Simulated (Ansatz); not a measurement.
# Pb: response to strain

Aim: deform Pb (equal xy, yz and zx engineering shear strains of +2 %) and compute stress, forces and field gradients with LAPW, PAW and all-electron datasets made for the crystal.

Program: Ansatz 0.2.0. Level of theory: DFT PBE, scalar-relativistic. These are calculated values, not measurements.

### Step 1. The starting structure

Symmetry: P6_3/mmc, No. 194, hexagonal system. The conventional cell has a = 3.480 Å, b = 3.480 Å, c = 5.590 Å, α = 90.00°, β = 90.00°, γ = 120.00°. Pb (site symmetry -6m2) is surrounded by 12 Pb at 3.44 to 3.48 Å.

Coordinates:

```
CELL_PARAMETERS angstrom
3.48000 0.00000 0.00000
-1.74000 3.01377 0.00000
0.00000 0.00000 5.59000
ATOMIC_POSITIONS crystal
Pb 0.33333 0.66667 0.25000
Pb 0.66667 0.33333 0.75000
```

Atoms are numbered in the order of the input: Pb1, Pb2.

### Step 2. The deformed structure

Space group P6_3/mmc before, P-1 after.

### Step 3. Full-potential LAPW

File input.yaml:

```yaml
crystal:
  lattice:
    - [3.4800006906, 0.0348000069, 0.0348000069]
    - [-1.7098626553, 2.9963689998, 0.0127376866]
    - [0.0559, 0.0559, 5.59]
  atoms:
    - { symbol: Pb, position: [0.3333333333, 0.6666666667, 0.25] }
    - { symbol: Pb, position: [0.6666666667, 0.3333333333, 0.75] }
kpoints:
  mp_grid: { grid: [12, 12, 7] }
  band_path:
    path:
      - [0.0, 0.0, 0.0]
      - [0.0, -0.5, 0.0]
      - [0.0, 0.0, 0.5]
      - [0.0, 0.0, 0.0]
      - [-0.5, 0.0, 0.0]
      - [-0.5, 0.5, -0.5]
      - [0.0, 0.0, 0.0]
      - [-0.5, 0.0, -0.5]
      - [-0.5, 0.5, 0.0]
    npoints: 5
scf:
  occupations: { method: fermi_dirac, width: 0.05 }
hamiltonian:
  xc: pbe
  pseudopotentials: { kind: all_electron, lapw: { basis_error: 0.0005 } }
output:
  forces: true
  stress: true
  eigenvalues: true
```

Run with:

```sh
ansatz run input.yaml --threads 1 --pin off --max-ram 3072MiB --backend cpu --events-out ev --progress --plain --runs-dir out
```

### Step 4. PAW on the default files

File input.yaml:

```yaml
crystal:
  lattice:
    - [3.4800006906, 0.0348000069, 0.0348000069]
    - [-1.7098626553, 2.9963689998, 0.0127376866]
    - [0.0559, 0.0559, 5.59]
  atoms:
    - { symbol: Pb, position: [0.3333333333, 0.6666666667, 0.25] }
    - { symbol: Pb, position: [0.6666666667, 0.3333333333, 0.75] }
kpoints:
  mp_grid: { grid: [12, 12, 7] }
scf:
  occupations: { method: fermi_dirac, width: 0.05 }
hamiltonian:
  xc: pbe
  pseudopotentials: { kind: paw }
output:
  forces: true
  stress: true
  eigenvalues: true
  efg: { contact_densities: true }
```

### Step 5. All-electron PAW on datasets made for the crystal

input.yaml, as its differences from that of step 4:

```diff
@@ -14,3 +14,3 @@
   xc: pbe
-  pseudopotentials: { kind: paw }
+  pseudopotentials: { kind: all_electron, datasets: crystal }
 output:
```

(Steps that only read results are left out.)

**Question.** What will these runs give? Wanted: pressure; largest shear or deviatoric stress.

As calculated:

| quantity | value |
| --- | --- |
| pressure | LAPW 4.05, PAW 4.04, crystal datasets 4.05 GPa |
| largest shear or deviatoric stress (LAPW) | 0.31 GPa |

**Reading.** The largest part of the stress beyond the pressure is 0.31 GPa in size; the atoms are carried along and not relaxed. No run of the undeformed cell stands beside it, so the pressure holds what the given cell had before the change. PAW: stress within 0.01 GPa of LAPW. Crystal datasets: stress within 0.01 GPa of LAPW. Spin-orbit coupling is left out, though the cell holds Pb; in elements this heavy it can shift bands and gaps by tenths of an eV.
